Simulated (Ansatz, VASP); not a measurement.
One calculation of BP, two programs

```
B P
1.0
     0.00000    2.24540    2.24540
     2.24540    0.00000    2.24540
     2.24540    2.24540    0.00000
B P
1 1
Cartesian
  0.0000 0.0000 0.0000
  3.3681 3.3681 3.3681
```

Alike in both runs: functional LDA; k mesh 10 × 10 × 10; occupations gaussian, width 0.02 eV; no spin polarisation.

Ansatz relaxed the structure, and its values are those at the end. VASP's run is a single point on that final structure, the one shown.

|  | VASP | Ansatz |
| --- | --- | --- |
| version | VASP 6.6.1 | Ansatz 0.2.0 |
| potentials or method | VASP PAW LDA potentials, release 64 (B, P) | scalar-relativistic, plane waves, PAW |
| plane-wave cutoff (eV) | 520 | 420 |
| valence electrons in the cell | 8 | 8 |

Ansatz gave:

| Quantity | Value |
| --- | --- |
| gap on the k mesh at the Fermi level (eV) | 1.15 |
| least direct gap on the mesh (eV) | 3.43 |
| pressure (GPa) | 0.0 |

Estimate VASP's values.

gap on the k mesh at the Fermi level (eV): 1.15; least direct gap on the mesh (eV): 3.43; pressure (GPa): -0.2.

A k mesh can miss the band edges.
